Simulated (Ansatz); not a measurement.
## MnSb and the effect of the starting magnetic order

```
Sb Mn
1.0
     4.15000    0.00000    0.00000
    -2.07500    3.59401    0.00000
     0.00000    0.00000    5.78000
Sb Mn
2 2
Direct
  0.66667 0.33333 0.75000
  0.33333 0.66667 0.25000
  0.00000 0.00000 0.50000
  0.00000 0.00000 0.00000
```

Kept alike: task single point; functional PBE; k mesh 7 × 7 × 5; occupations fermi-dirac, width 0.05 eV. Program: Ansatz, Ansatz PAW, cutoff 420 eV. The mesh is that of the run's cell of 4 atoms. No spin-orbit coupling.

| starting magnetic order | largest site moment (μB) | moment of the cell (μB) | free energy over the lowest row (meV/atom) |
| --- | --- | --- | --- |
| fm | 3.44 | 6.71 | 0.00 |
| random | 3.44 | 6.71 | 0.00 |
| spin off | 0.00 | 0.00 | 499.68 |

For a metal such a mesh leaves the last digits unconverged. Moments of the cell are magnitudes, and a label names the start alone. The runs hold the magnetic state that their start led to, which needn't be the lowest. The row without spin has no moments by construction. Site moments count inside each atom's sphere or projector.

Task: What does the starting magnetic order change here?

Result: The largest site moment runs from 0.00 (spin off) to 3.44 μB (fm; random). The moment of the cell runs from 0.00 (spin off) to 6.71 μB (fm; random). The free energy is lowest at fm; random, and 499.68 meV an atom higher at spin off. Starts that end at one energy have found one state: fm; random.
